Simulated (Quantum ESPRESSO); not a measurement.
Runs of Quantum ESPRESSO 7.5 on P. The cell holds a slab with vacuum, 4 atoms: a = 3.284 Å, b = 34.857 Å, c = 4.632 Å, α = 90.00°, β = 90.00°, γ = 90.00°. The slab is cut from a database's or a generator's crystal, which needn't be the stable form of the element.

| task | level | potentials or basis | cell | form of the LDA correlation | gap on the mesh (eV) | V0 of scaled cells (Å³/atom) | B0 (GPa) | largest force (eV/Å) |
| --- | --- | --- | --- | --- | --- | --- | --- | --- |
| single point | PBEsol | GBRV 1.5 PBEsol | atoms moved at random, drawn with an rms of 0.05 Å | - | 1.02 | - | - | 0.73 |
| single point | PBEsol | GBRV 1.5 PBEsol | as given | - | 0.88 | - | - | 0.27 |
| band structure | PBEsol | GBRV 1.5 PBEsol | as given | - | 0.88 | - | - | 0.27 |
| equation of state | PBEsol | GBRV 1.5 PBEsol | as given | - | - | (a) | 12 | - |
| equation of state | LDA | GBRV 1.5 LDA | as given | PZ81 | - | 129.89 | 12 | - |

Alike in all rows: no spin polarisation; k mesh 8 × 1 × 6; cutoff (eV) 612; smearing fermi-dirac 0.05 eV.

Question: Fill in the values left out.

Answer: (a) 132.24.

Caveats: the cell was scaled at fixed shape and fractional positions, which overstates the stiffness of a crystal with free parameters, most of all of layers and chains (some runs); some levels on the path didn't converge (some runs).

A k mesh can miss the band edges.
